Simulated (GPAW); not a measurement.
Sb:

```
Sb
1.0
     2.15420    1.24373    3.75800
    -2.15420    1.24373    3.75800
     0.00000   -2.48746    3.75800
Sb
2
Direct
  0.76651 0.76651 0.76651
  0.23349 0.23349 0.23349
```

Base run:

```yaml
Program: GPAW 26.7.0
Functional: LDA
Potentials_or_basis: the program's PAW data sets (release 1.2.1) made for this functional
Cutoff: 500 eV
Basis: pw
k_mesh: 6 × 6 × 6
Occupations: fermi-dirac, width 0.05 eV
Spin: no spin polarisation
```

Its results: band gap on the k mesh none (metal or under the smearing width); pressure -2.0 GPa; largest force 0.101 eV/Å.

Question: The run is repeated on the same cell with these changes: functional from LDA to PBE; potentials or basis from the program's PAW data sets (release 1.2.1) made for this functional to GPAW PAW data sets (gpaw-data 1.2.1); cutoff from 500 eV to 450 eV. What comes out?

Answer: Band gap on the k mesh none (metal or under the smearing width); pressure 0.9 GPa; largest force 0.056 eV/Å.

Caveats: the cutoff is short for stress and forces, so pressures can be off by a GPa or more.
